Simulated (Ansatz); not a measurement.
Input and command of a calculation in Ansatz (plane waves; scalar-relativistic PAW potentials unless the input names others):

```yaml
crystal:
  lattice:
    - [1.737, 1.0028574176, 4.5833333333]
    - [-1.737, 1.0028574176, 4.5833333333]
    - [0.0, -2.0057148352, 4.5833333333]
  atoms:
    - { symbol: Na, position: [0.0, 0.0, 0.0] }
    - { symbol: H, position: [0.5044664103, 0.5382718219, 0.4531839496] }
    - { symbol: F, position: [0.4176, 0.4176, 0.4176] }
    - { symbol: F, position: [0.5824, 0.5824, 0.5824] }
  symmetry: { detect: false }
kpoints:
  mp_grid: { grid: [9, 9, 9] }
hamiltonian:
  xc: pbesol
scf:
  occupations: { method: gaussian, width: 0.02 }
output:
  forces: true
  eigenvalues: true
  stress: true
```

```bash
ansatz run input.yaml --threads 1 --pin off --max-ram 2560MiB --backend cpu --events-out ev --progress --plain --runs-dir out
```

Abridged log:
```
Pseudopotentials: kind: paw
Pseudopotential: Na, paw, valence charge 9, recommended cutoff 420 eV (normal)
Pseudopotential: H, paw, valence charge 1, recommended cutoff 420 eV (normal)
Pseudopotential: F, paw, valence charge 7, recommended cutoff 420 eV (normal)
Functional definition: PBEsol
Crystal: 4 atoms, lattice volume = 47.904 Å³
Basis set: ecut = 420 eV, 957 PW (Γ), FFT grids on a1−a3, a2−a3, a3, exchange–correlation on 48×48×72 points (8 copies of the dense FFT grid, shifted against one another)
Bands: 16, of which v1, the nominal top of the filled ones, is band 12 counted from 1 (11 counted from 0)
Symmetry: 1 space group operations
k-points: 365 of 729 (time reversal used)
Initial density: superposition of atomic densities (neutral atoms: chi_scale 0, normalization atom), corrected by the library's trained network
Initial wavefunctions: pseudopotential atomic-orbital guess
Functional: x = pbesol(κ = 0.804, μ = 0.12345679), c = pbesol(β = 0.046)
SCF iter   1: F=—  HF=-3095.855411 eV  |F-HF|=—  |Δ(HF+E_count)|=         —  Δρ=9.46e-3  dr2=2.34e-2  ethr=1.77e-3  ⟨swp⟩=6.0  Hψ=28372  notcnv=0
SCF iter   2: F=—  HF=-3095.849790 eV  |F-HF|=—  |Δ(HF+E_count)|=   5.62e-3  Δρ=3.35e-3  dr2=2.98e-3  ethr=9.77e-5  ⟨swp⟩=2.1  Hψ=13960  notcnv=0
SCF iter   3: F=—  HF=-3095.848941 eV  |F-HF|=—  |Δ(HF+E_count)|=   8.49e-4  Δρ=5.65e-4  dr2=4.64e-5  ethr=1.24e-5  ⟨swp⟩=2.0  Hψ=10644  notcnv=0
SCF iter   4: F=—  HF=-3095.849052 eV  |F-HF|=—  |Δ(HF+E_count)|=   1.12e-4  Δρ=1.58e-4  dr2=3.29e-6  ethr=1.94e-7  ⟨swp⟩=2.0  Hψ=10093  notcnv=0
SCF iter   5: F=—  HF=-3095.849068 eV  |F-HF|=—  |Δ(HF+E_count)|=   1.52e-5  Δρ=5.51e-5  dr2=8.30e-7  ethr=1.37e-8  ⟨swp⟩=2.0  Hψ=9855  notcnv=0
SCF iter   6: F=-3095.849068 eV  HF=-3095.849067 eV  |F-HF|=3.12e-8  |Δ(HF+E_count)|=   2.91e-8  Δρ=1.40e-5  dr2=4.00e-8  ethr=4.17e-10  ⟨swp⟩=3.1  Hψ=23824  notcnv=0
SCF 1 converged in 6 iterations: F = -3095.849068 eV  dr2 = 4.00e-8
SCF converged after 6 iterations
Free energy (F): -3095.849068 eV
Harris-Foulkes:  -3095.849067 eV  (|F-HF|=3.12e-8)
Internal energy: -3095.849068 eV  (E = F + TS)
E sigma→0 (E₀):  -3095.849068 eV
Fermi energy:    1.689325 eV
--- Forces (eV/Å), atoms counted from 1 ---
  atom   1  Na    -0.00723391     0.01631643    -0.05085227
  atom   2  H      0.28829909    -0.67112671     0.17702841
  atom   3  F     -0.13824983     0.32510427    -0.23068523
  atom   4  F     -0.14276349     0.32958636     0.10442026
--- Stress (GPa, compression-positive) ---
       -0.138687       0.151033       0.003058
        0.151033      -0.429854       0.083905
        0.003058       0.083906       0.900437
  P = ⅓ Tr σ = 0.1106 GPa (1.106 kbar)
```

Apart from outputs and empty bands, the input differs from a reference run on usual settings in crystal.symmetry: not typed → {"detect": false}; basis.ecutwfc: 420 → not typed. The reference, at the same geometry (not necessarily relaxed), gave pressure 0.11 GPa, largest force 0.752 eV/Å, gap on the mesh 6.84 eV. This run converged in 6 SCF iterations (reference: 6) with an energy at zero smearing within 0.01 meV/atom of the reference's, pressure 0.11 GPa, largest force 0.752 eV/Å, gap on the mesh 6.84 eV.

It took 16 s on 1 thread of Arm Neoverse V2 (shared host), peak memory 0.53 GiB.